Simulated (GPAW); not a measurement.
# Mo (Im-3m) in GPAW: convergence with plane-wave cutoff (eV)

Aim: find how far plane-wave cutoff (eV) must go before the results for Mo settle, at PBE. This setting moves, with any that are tied to it; all else stays.

Everything below comes from runs of GPAW 26.7.0. Logs are shortened: lines on timing, memory, paths and dates and some standing lists are left out, and cuts for length are marked. The log counts tension as positive stress, the text compression.

## 1. The crystal as given

Symmetry: Im-3m, No. 229, cubic system. The conventional cell has a = 3.168 Å, b = 3.168 Å, c = 3.168 Å, α = 90.00°, β = 90.00°, γ = 90.00°. Around Mo (site symmetry m-3m) lie 8 Mo at 2.74 Å.

## 2. With plane-wave cutoff (eV) 200

Contents of run.py:

```python
from ase.dft.bandgap import bandgap
from ase.io import read, write
from ase.units import GPa
from gpaw import GPAW, PW

atoms = read('Mo.xyz')

calc = GPAW(mode=PW(200),
            xc='PBE',
            kpts={'size': (12, 12, 12), 'gamma': True},
            occupations={'name': 'fermi-dirac', 'width': 0.05},
            nbands=16,
            convergence={'density': 1e-05, 'energy': 1e-05},
            maxiter=100,
            txt='gpaw.txt')
atoms.calc = calc
energy = atoms.get_potential_energy()
forces = atoms.get_forces()
stress = atoms.get_stress()
calc.write('gs.gpw')
write('result.traj', atoms)
print(f'Energy: {energy:.6f} eV')
print('Forces (eV/A):')
print(forces.round(4))
print('Stress (GPa):', (stress / GPa).round(3))
print('Fermi level:', round(calc.get_fermi_level(), 4), 'eV')
print(f'Gap: {bandgap(calc)[0]:.4f} eV, direct: {bandgap(calc, direct=True)[0]:.4f} eV')
```

Contents of Mo.xyz:

```xyz
1
Lattice="-1.5838089719 1.5838089719 1.5838089719 1.5838089719 -1.5838089719 1.5838089719 1.5838089719 1.5838089719 -1.5838089719" Properties=species:S:1:pos:R:3 pbc="T T T"
Mo     0.0000000000      0.0000000000      0.0000000000
```

Potentials or basis: GPAW PAW data sets (gpaw-data 1.2.1), pw.

Run with:

```console
OMP_NUM_THREADS=1 python run.py
```

It took 4.2 s on 1 thread of Arm Neoverse V2, shared host; peak memory 0.12 GiB.

What came out:

- Free energy: -10.3257 eV
- Pressure: -14.3 GPa
- Band gap on the k mesh: none (metal or under the smearing width)

## 3. With plane-wave cutoff (eV) 250

Edit run.py of step 2 so:

```diff
@@ -7,3 +7,3 @@
 
-calc = GPAW(mode=PW(200),
+calc = GPAW(mode=PW(250),
             xc='PBE',
```

Mo.xyz is that of step 2.

Potentials or basis: GPAW PAW data sets (gpaw-data 1.2.1), pw.

Run with:

```console
OMP_NUM_THREADS=1 python run.py
```

Wall time 5 s (1 thread of Arm Neoverse V2, shared host); peak memory 0.12 GiB.

Results:

```yaml
Free_energy: -10.7696 eV
Pressure: -15.4 GPa
Band_gap_on_the_k_mesh: none (metal or under the smearing width)
```

## 4. With plane-wave cutoff (eV) 300

Edit run.py of step 3 so:

```diff
@@ -7,3 +7,3 @@
 
-calc = GPAW(mode=PW(250),
+calc = GPAW(mode=PW(300),
             xc='PBE',
```

Mo.xyz is that of step 3.

Run with:

```console
OMP_NUM_THREADS=1 python run.py
```

Wall time 5.1 s (1 thread of Arm Neoverse V2, shared host); peak memory 0.12 GiB.

Results:

| Property | Result |
| --- | --- |
| Free energy | -11.0539 eV |
| Pressure | -10.8 GPa |
| Band gap on the k mesh | none (metal or under the smearing width) |

## 5. With plane-wave cutoff (eV) 350

Edit run.py of step 4 so:

```diff
@@ -7,3 +7,3 @@
 
-calc = GPAW(mode=PW(300),
+calc = GPAW(mode=PW(350),
             xc='PBE',
```

Mo.xyz is that of step 4.

Run with:

```console
OMP_NUM_THREADS=1 python run.py
```

Run time: 5.5 s. Hardware: 1 thread of Arm Neoverse V2, shared host; peak memory 0.12 GiB.

What came out:

```
Free energy            : -11.1957 eV
Pressure               : -6.3 GPa
Band gap on the k mesh : none (metal or under the smearing width)
```

## 6. With plane-wave cutoff (eV) 400

Edit run.py of step 5 so:

```diff
@@ -7,3 +7,3 @@
 
-calc = GPAW(mode=PW(350),
+calc = GPAW(mode=PW(400),
             xc='PBE',
```

Mo.xyz is that of step 5.

Potentials or basis: GPAW PAW data sets (gpaw-data 1.2.1), pw.

Run with:

```console
OMP_NUM_THREADS=1 python run.py
```

Wall time 6.9 s (1 thread of Arm Neoverse V2, shared host); peak memory 0.13 GiB.

Results:

| Item | Value |
| --- | --- |
| Free energy | -11.2532 eV |
| Pressure | -3.6 GPa |
| Band gap on the k mesh | none (metal or under the smearing width) |

## 7. With plane-wave cutoff (eV) 500

Edit run.py of step 6 so:

```diff
@@ -7,3 +7,3 @@
 
-calc = GPAW(mode=PW(400),
+calc = GPAW(mode=PW(500),
             xc='PBE',
```

Mo.xyz is that of step 6.

Run with:

```console
OMP_NUM_THREADS=1 python run.py
```

Wall time 7.7 s (1 thread of Arm Neoverse V2, shared host); peak memory 0.13 GiB.

The run converged. Its results:

| Quantity | Value |
| --- | --- |
| Free energy | -11.2743 eV |
| Pressure | -2.3 GPa |
| Band gap on the k mesh | none (metal or under the smearing width) |

## 8. With plane-wave cutoff (eV) 600

Edit run.py of step 7 so:

```diff
@@ -7,3 +7,3 @@
 
-calc = GPAW(mode=PW(500),
+calc = GPAW(mode=PW(600),
             xc='PBE',
```

Mo.xyz is that of step 7.

Run with:

```console
OMP_NUM_THREADS=1 python run.py
```

Run time: 8 s. Hardware: 1 thread of Arm Neoverse V2, shared host; peak memory 0.13 GiB.

Results (log left out):

| Quantity | Value |
| --- | --- |
| Free energy | -11.2776 eV |
| Pressure | -2.2 GPa |
| Band gap on the k mesh | none (metal or under the smearing width) |

## 9. With plane-wave cutoff (eV) 800

Edit run.py of step 8 so:

```diff
@@ -7,3 +7,3 @@
 
-calc = GPAW(mode=PW(600),
+calc = GPAW(mode=PW(800),
             xc='PBE',
```

Mo.xyz is that of step 8.

Potentials or basis: GPAW PAW data sets (gpaw-data 1.2.1), pw.

Run with:

```console
OMP_NUM_THREADS=1 python run.py
```

Wall time 14 s (1 thread of Arm Neoverse V2, shared host); peak memory 0.15 GiB.

Results (log left out):

- Free energy: -11.2792 eV
- Pressure: -2.2 GPa
- Band gap on the k mesh: none (metal or under the smearing width)

## 10. With plane-wave cutoff (eV) 1000

Edit run.py of step 9 so:

```diff
@@ -7,3 +7,3 @@
 
-calc = GPAW(mode=PW(800),
+calc = GPAW(mode=PW(1000),
             xc='PBE',
```

Mo.xyz is that of step 9.

Potentials or basis: GPAW PAW data sets (gpaw-data 1.2.1), pw.

Run with:

```console
OMP_NUM_THREADS=1 python run.py
```

gpaw.txt:

```text
__  _  _
 | _ |_)|_||  |
 |__||  | ||/\| - 26.7.0

Input parameters:
  mode=PW(ecut=1000.0),
  convergence={'density': 1e-05, 'energy': 1e-05},
  kpts=MonkhorstPack(size=(12, 12, 12), gamma=True),
  maxiter=100,
  nbands=16,
  occupations=Occupations(name='fermi-dirac', width=0.05),
  xc=XC(name='PBE')

Diagonalizing LCAO Hamiltonian
Converting LCAO to pw mode

       Mo

Atoms  # Å, Bohr magnetons
|   | symbol |        x |        y |        z |    initial magnetic moments |
|---|--------|----------|----------|----------|-----------------------------|
| 0 |     Mo | 0.000000 | 0.000000 | 0.000000 | ( 0.0000,  0.0000,  0.0000) |

Unit cell  # Å
| periodic |         x |         y |         z |  lengths |     angles |
|----------|-----------|-----------|-----------|----------|------------|
|      yes | -1.583809 |  1.583809 |  1.583809 | 2.743238 | 109.471221 |
|      yes |  1.583809 | -1.583809 |  1.583809 | 2.743238 | 109.471221 |
|      yes |  1.583809 |  1.583809 | -1.583809 | 2.743238 | 109.471221 |

Number of symmetries: 48
Symmetry operations  # r_c * U_cc + t_c -> r_c
|    | kind |            matrix            |
|----|------|------------------------------|
|  0 |  σ   |  1, 1, 1,  0, 0,-1,  0,-1, 0 |
|  1 |  C4  |  1, 1, 1,  0, 0,-1, -1, 0, 0 |
|  2 |  C2  |  1, 1, 1,  0,-1, 0,  0, 0,-1 |
|  3 |  S6  |  1, 1, 1,  0,-1, 0, -1, 0, 0 |
|  4 |  S6  |  1, 1, 1, -1, 0, 0,  0, 0,-1 |
|  5 |  C4  |  1, 1, 1, -1, 0, 0,  0,-1, 0 |
|  6 |  E   |  1, 0, 0,  0, 1, 0,  0, 0, 1 |
|  7 |  σ   |  1, 0, 0,  0, 1, 0, -1,-1,-1 |
|  8 |  σ   |  1, 0, 0,  0, 0, 1,  0, 1, 0 |
|  9 |  C3  |  1, 0, 0,  0, 0, 1, -1,-1,-1 |
| 10 |  C3  |  1, 0, 0, -1,-1,-1,  0, 1, 0 |
| 11 |  σ   |  1, 0, 0, -1,-1,-1,  0, 0, 1 |
| 12 |  σ   |  0, 1, 0,  1, 0, 0,  0, 0, 1 |
| 13 |  C2  |  0, 1, 0,  1, 0, 0, -1,-1,-1 |
| 14 |  C3  |  0, 1, 0,  0, 0, 1,  1, 0, 0 |
| 15 |  S4  |  0, 1, 0,  0, 0, 1, -1,-1,-1 |
| 16 |  S4  |  0, 1, 0, -1,-1,-1,  1, 0, 0 |
| 17 |  C3  |  0, 1, 0, -1,-1,-1,  0, 0, 1 |
| 18 |  C3  |  0, 0, 1,  1, 0, 0,  0, 1, 0 |
| 19 |  S4  |  0, 0, 1,  1, 0, 0, -1,-1,-1 |
| 20 |  σ   |  0, 0, 1,  0, 1, 0,  1, 0, 0 |
| 21 |  C3  |  0, 0, 1,  0, 1, 0, -1,-1,-1 |
| 22 |  C2  |  0, 0, 1, -1,-1,-1,  1, 0, 0 |
| 23 |  S4  |  0, 0, 1, -1,-1,-1,  0, 1, 0 |
| 24 |  C4  |  0, 0,-1,  1, 1, 1,  0,-1, 0 |
| 25 |  σ   |  0, 0,-1,  1, 1, 1, -1, 0, 0 |
| 26 |  S6  |  0, 0,-1,  0,-1, 0,  1, 1, 1 |
| 27 |  C2  |  0, 0,-1,  0,-1, 0, -1, 0, 0 |
| 28 |  C4  |  0, 0,-1, -1, 0, 0,  1, 1, 1 |
| 29 |  S6  |  0, 0,-1, -1, 0, 0,  0,-1, 0 |
| 30 |  S6  |  0,-1, 0,  1, 1, 1,  0, 0,-1 |
| 31 |  C4  |  0,-1, 0,  1, 1, 1, -1, 0, 0 |
| 32 |  C4  |  0,-1, 0,  0, 0,-1,  1, 1, 1 |
| 33 |  S6  |  0,-1, 0,  0, 0,-1, -1, 0, 0 |
| 34 |  σ   |  0,-1, 0, -1, 0, 0,  1, 1, 1 |
| 35 |  C2  |  0,-1, 0, -1, 0, 0,  0, 0,-1 |
| 36 |  C2  | -1, 0, 0,  1, 1, 1,  0, 0,-1 |
| 37 |  S6  | -1, 0, 0,  1, 1, 1,  0,-1, 0 |
| 38 |  S6  | -1, 0, 0,  0, 0,-1,  1, 1, 1 |
| 39 |  C2  | -1, 0, 0,  0, 0,-1,  0,-1, 0 |
| 40 |  C2  | -1, 0, 0,  0,-1, 0,  1, 1, 1 |
| 41 |  i   | -1, 0, 0,  0,-1, 0,  0, 0,-1 |
| 42 |  S4  | -1,-1,-1,  1, 0, 0,  0, 1, 0 |
| 43 |  C3  | -1,-1,-1,  1, 0, 0,  0, 0, 1 |
| 44 |  C3  | -1,-1,-1,  0, 1, 0,  1, 0, 0 |
| 45 |  σ   | -1,-1,-1,  0, 1, 0,  0, 0, 1 |
| 46 |  S4  | -1,-1,-1,  0, 0, 1,  1, 0, 0 |
| 47 |  C2  | -1,-1,-1,  0, 0, 1,  0, 1, 0 |

BZ-sampling:
  Number of BZ points: 1728
  Number of IBZ points: 72

  Monkhorst-Pack size: [12, 12, 12]
  Monkhorst-Pack shift: [0.041666666666666664, 0.041666666666666664, 0.041666666666666664]

K-points  # in reciprocal-cell coordinates
|     |                                coordinates |     weight |
|-----|--------------------------------------------|------------|
|   0 | ( -0.00000000,  -0.00000000,  -0.00000000) | 0.00057870 |
|   1 | (  0.08333333,  -0.00000000,  -0.00000000) | 0.00694444 |
|   2 | (  0.08333333,   0.08333333,  -0.08333333) | 0.00347222 |
|   3 | (  0.16666667,  -0.00000000,  -0.08333333) | 0.01388889 |
|   4 | (  0.16666667,  -0.00000000,  -0.00000000) | 0.00694444 |
|   5 | (  0.16666667,   0.08333333,  -0.08333333) | 0.01388889 |
|   6 | (  0.16666667,   0.16666667,  -0.16666667) | 0.00347222 |
|   7 | (  0.25000000,  -0.08333333,  -0.08333333) | 0.00462963 |
|   8 | (  0.25000000,  -0.00000000,  -0.08333333) | 0.02777778 |
|   9 | (  0.25000000,  -0.00000000,  -0.00000000) | 0.00694444 |
| ... |                                            |            |
|  71 | (  0.50000000,   0.50000000,   0.50000000) | 0.00057870 |

Plane wave coefficients: 1160
Cutoff: 1000.0 eV

Spin-components: 1 (collinear spins)
Bands:           16
Projectors:      6
Spin-degeneracy: 2
Datatype:        complex128

Parallelization:
  kpt:    1
  domain: 1
  band:   1

Density:
  Valence electrons: 14.0
  Components: 1
  Grid points: [21 21 21]
  Charge: 0.0  # |e|

Potential:
  Grid points: [21 21 21]

species:
  Mo:
    name:    Molybdenum
    Z:       42.0
    valence: 14
    core:    28
    charge:  0.0  # [|e|]
    compensation charges:
      type: gauss
      rc: 0.38  # [Å]
      lmax: 2
    cutoffs:
      filter: 2.16  # [Å]
      core: 1.42  # [Å]
    projectors
    | kind |    occ | energy [eV] | rcut [Å] |
    |------|--------|-------------|----------|
    |   4s |  2.000 |     -64.307 |    1.238 |
    |   5s |  1.000 |      -4.084 |    1.238 |
    |   4p |  6.000 |     -38.491 |    1.296 |
    |   5p |  0.000 |      -1.044 |    1.296 |
    |   4d |  5.000 |      -3.754 |    1.296 |
    |    d |        |      23.458 |    1.296 |

    Using partial waves for Mo as LCAO basis

Reference energy: -110134.072632  # eV

eigensolver:
  PPCG
  Converge bands: occupied
  niter=2

density mixing:
  MSR1-Mixer
  Pratt-step length: 0.05
  Maximum mixing coefficient: 0.75
  Old densities: 10
  SVD Regularization: 0.005
  Good broyden scale: 1.0
  Trust region scale: 1.0
  Backstep threshold: 4.0
  History deletion threshold: 6.0
  Fourier metric: weight=20.0, sigma=0.015

occupation numbers:
  Fermi-Dirac:
    width: 0.0500  # eV

poisson solver:
  ecut: 8000.0  # eV

xc functional:
  name: PBE with 2 nearest neighbor stencil

convergence criteria:
- Maximum integral of absolute [dens]ity change: 1e-05 electrons / valence electron
- Maximum [total energy] change in last 3 cyles: 1e-05 eV / valence electron
- Maximum integral of absolute [eigenst]ate change: 4e-08 eV^2 / valence electron
maximum number of iterations: 100

SCF iterations
|iter     | |      energy | eigst |  dens |
|---------|-|-------------|-------|-------|
|iter:   1| |  -12.168707 | +0.34 |       |
|iter:   2| |  -12.004749 | -2.20 | -0.99 |
|iter:   3| |  -11.278857 | -1.44 | -1.03 |
|iter:   4| |  -11.277005 | -2.91 | -1.84 |
|iter:   5| |  -11.278022 | -3.96 | -2.16 |
|iter:   6| |  -11.278026 | -6.01 | -3.54 |
|iter:   7| |  -11.278028c| -6.75 | -3.93 |
|iter:   8| |  -11.278028c| -8.36c| -5.25c|

Converged in 8 steps
Energy contributions relative to reference atoms: (reference = -110134.072632)

Energy contributions:
  Kinetic:         -13.604181
  Coulomb:           7.824391
  Zero:             -0.258124
  External:          0.000000
  Xc:               -5.238836
  Entropy:          -0.002557
  Spinorbit:         0.000000
  ----------------------------
  Free energy:     -11.279306
  Extrapolated:    -11.278028

dipole moment: (-5.926812, -5.926812, -5.926812)  # |e|*Ang

Fermi level: 13.200
Eigenvalues  # (at kpt = [-0.000, -0.000, -0.000])
| band index |      eig [eV] | occ [0-2] |
|------------|---------------|-----------|
|          0 |       -48.077 |     2.000 |
|          1 |       -21.423 |     2.000 |
|          2 |       -21.423 |     2.000 |
|          3 |       -21.423 |     2.000 |
|          4 |         6.132 |     2.000 |
|          5 |        11.937 |     2.000 |
[... 8 lines left out ...]
|         14 |        39.163 |     0.000 |
|         15 |        42.849 |     0.000 |

No gap
No difference between direct/indirect transitions

Forces  # eV/Ang
|       x |       y |       z |
|---------|---------|---------|
| 0.00000 | 0.00000 | 0.00000 |  # Mo   0

Stress tensor  # eV/Ang^3
|         x |         y |         z |
|-----------|-----------|-----------|
|  0.013423 | -0.000000 | -0.000000 |
| -0.000000 |  0.013423 |  0.000000 |
| -0.000000 |  0.000000 |  0.013423 |

# Writing to gs.gpw (mode='')
```

Run time: 22 s. Hardware: 1 thread of Arm Neoverse V2, shared host; peak memory 0.16 GiB.

What came out:

```
Free energy            : -11.2793 eV
Pressure               : -2.2 GPa
Band gap on the k mesh : none (metal or under the smearing width)
```

## 11. Summary

```
plane-wave cutoff (eV)  energy less the tightest run, at zero smearing (meV/atom)  pressure (GPa)  SCF cycles  CPU time (s)  peak memory (GiB)
                   200                                                     953.54          -14.27           8           4.2               0.12
                   250                                                     509.67          -15.38           8             5               0.12
                   300                                                     225.39          -10.80           8           5.1               0.12
                   350                                                      83.61           -6.32           8           5.5               0.12
                   400                                                      26.14           -3.62           8           6.9               0.13
                   500                                                       5.01           -2.33           8           7.7               0.13
                   600                                                       1.67           -2.22           8             8               0.13
                   800                                                       0.09           -2.16           8            14               0.15
                  1000                                                       0.00           -2.15           8            22               0.16
```

Against the tightest run, the energy stays within 1 meV/atom from 800 on; the pressure stays within 0.1 GPa from 600 on. The tightest run that finished is the yardstick and may itself not be fully converged.
